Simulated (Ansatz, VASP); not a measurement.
**One calculation of GaAs, two programs**

```
Ga As
1.0
     0.00000    2.82665    2.82665
     2.82665    0.00000    2.82665
     2.82665    2.82665    0.00000
Ga As
1 1
Direct
  0.00000 0.00000 0.00000
  0.25000 0.25000 0.25000
```

Alike in both runs: task single point; functional r2SCAN; k mesh 6 × 6 × 6; occupations gaussian, width 0.01 eV; no spin polarisation.

|  | VASP | Ansatz |
| --- | --- | --- |
| version | VASP 6.6.1 | Ansatz 0.2.0 |
| potentials or method | VASP PAW PBE potentials, release 64 (Ga_d, As) | scalar-relativistic, plane waves, PAW |
| plane-wave cutoff (eV) | 520 | 500 |
| valence electrons in the cell | 18 | 28 |

Ansatz gave:

- gap on the k mesh at the Fermi level (eV): 1.02
- least direct gap on the mesh (eV): 1.02

Task: What did VASP give for the same quantities?

Result: gap on the k mesh at the Fermi level (eV): 1.00; least direct gap on the mesh (eV): 1.00.

The two sets of potentials don't hold the same shells in valence.

Caveats: the PAW data sets were made with another functional, which shifts forces and pressure a little (VASP). r2SCAN opens gaps a little over a GGA but as a rule still falls short of measured ones. A k mesh can miss the band edges.
